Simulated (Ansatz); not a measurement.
Runs of Ansatz 0.2.0 on MnF2. Symmetry: R-3m, No. 166, trigonal system. The conventional cell has a = 3.174 Å, b = 3.174 Å, c = 14.393 Å, α = 90.00°, β = 90.00°, γ = 120.00°. Mn (site symmetry -3m) has 6 F at 2.17 Å as nearest neighbours. F (site symmetry 3m) has 3 Mn at 2.17 Å as nearest neighbours. The cell was built by a generator and needn't be a form met in nature.

```csv
level,spin,U,fixed moment (μB),hubbard projectors,double counting,gap on the mesh (eV),pressure (GPa),moment (μB),largest force (eV/Å)
LDA+U,"collinear, ferromagnetic start",Mn d U = 7 eV,-,ortho-atomic (the default),fll (the default),3.63,-5.4,5.00,1.21
LDA+U,"non-collinear, random start",Mn d U = 7 eV,-,ortho-atomic (the default),fll (the default),3.63,-5.4,5.00,1.21
LDA+U,"collinear, program default start",Mn d U = 7 eV,-,ortho-atomic (the default),fll (the default),3.63,-5.4,5.00,1.21
PBE,"collinear, ferromagnetic start",-,4,-,-,-,-6.2,4.00,(a)
```

Alike in all rows: task single point; potentials or basis Ansatz PAW; cell as given; k mesh 7 × 7 × 7; cutoff (eV) 420; smearing gaussian 0.05 eV.

**Question.** Fill in the values left out.

**Answer.** (a) 1.09.

Caveats: a cell with one magnetic atom can't hold antiferromagnetic order, which such compounds often take; forces of over 1 eV/Å show positions far from the minimum, so gaps and moduli don't describe the material at rest; the magnetic or orbital state may not be the lowest (some runs); odd divisions of the mesh miss points on the zone boundary, where band edges often lie, so the gap on the mesh can be too wide (some runs); the PAW data sets come from PBE, with cores solved anew for the run's functional, which leaves a small shift of forces and pressure (some runs); the total moment is fixed, so each spin has its own Fermi level (some runs); the thresholds are loose for stress (some runs).

A k mesh can miss the band edges.
